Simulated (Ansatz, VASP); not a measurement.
This is a calculation of I for VASP 6.6.1.

File INCAR:

```
  ALGO = Normal
  EDIFF = 1E-6
  ENCUT = 520
  GGA = PS
  ISIF = 2
  ISMEAR = -1
  LASPH = True
  LCHARG = False
  LREAL = False
  LWAVE = False
  NBANDS = 10
  NELM = 60
  PREC = Accurate
  SIGMA = 0.05
```

File KPOINTS:

```
k-points
0
Gamma
  9 9 9
```

Contents of POSCAR:

```
I
1.0
    0.0000000000      2.3656004428      3.9098401324
    2.1922454667      0.0000000000      3.9098401324
    2.1922454667      2.3656004428      0.0000000000
I
1
Direct
    0.0000000000      0.0000000000      0.0000000000
```

Potentials or basis: VASP PAW PBE potentials, release 64 (I).

Run with:

```bash
$ cat potpaw_PBE.64/I/POTCAR > POTCAR
$ mpirun -np 1 vasp_std > vasp.out
```

**Question.** Set up the same calculation for Ansatz 0.2.0. Potentials there: Ansatz PAW.

**Answer.** As run (the cutoff follows the program's own potentials):

File input.yaml:

```yaml
crystal:
  lattice:
    - [0.0, 2.3656004428, 3.9098401324]
    - [2.1922454667, 0.0, 3.9098401324]
    - [2.1922454667, 2.3656004428, 0.0]
  atoms:
    - { symbol: I, position: [0.0, 0.0, 0.0] }
hamiltonian:
  xc: pbesol
  pseudopotentials: { kind: paw }
kpoints:
  mp_grid: { grid: [9, 9, 9] }
scf:
  occupations: { method: fermi_dirac, width: 0.05 }
output:
  forces: true
  stress: true
  eigenvalues: true
```

Potentials or basis: Ansatz PAW.

Launch:

```sh
$ ansatz run input.yaml --threads 1 --pin off --max-ram 3584MiB --backend cpu --events-out ev --progress --plain --runs-dir out
```

Both were run:

|  | VASP | Ansatz | Ansatz less VASP |
| --- | --- | --- | --- |
| gap on the k mesh at the Fermi level (eV) | none | none | - |
| pressure (GPa) | -1.4 | -1.4 | 0.00 |
| largest component of the traceless stress (GPa) | 1.03 | 1.02 | -0.010 |

A gap of «none» marks a metal or a gap that the smearing closes. The functional is the same, so the differences come from potentials, cutoffs and numerics. The two sets of potentials don't hold the same shells in valence.

Caveats: an odd number of electrons without spin polarisation forces a metal; a magnetic or distorted state may lie lower; the PAW data sets were made with another functional, which shifts forces and pressure a little (VASP); the PAW data sets come from PBE, with cores solved anew for the run's functional, which leaves a small shift of forces and pressure (Ansatz). Spin-orbit coupling is left out, which matters for the levels of I.
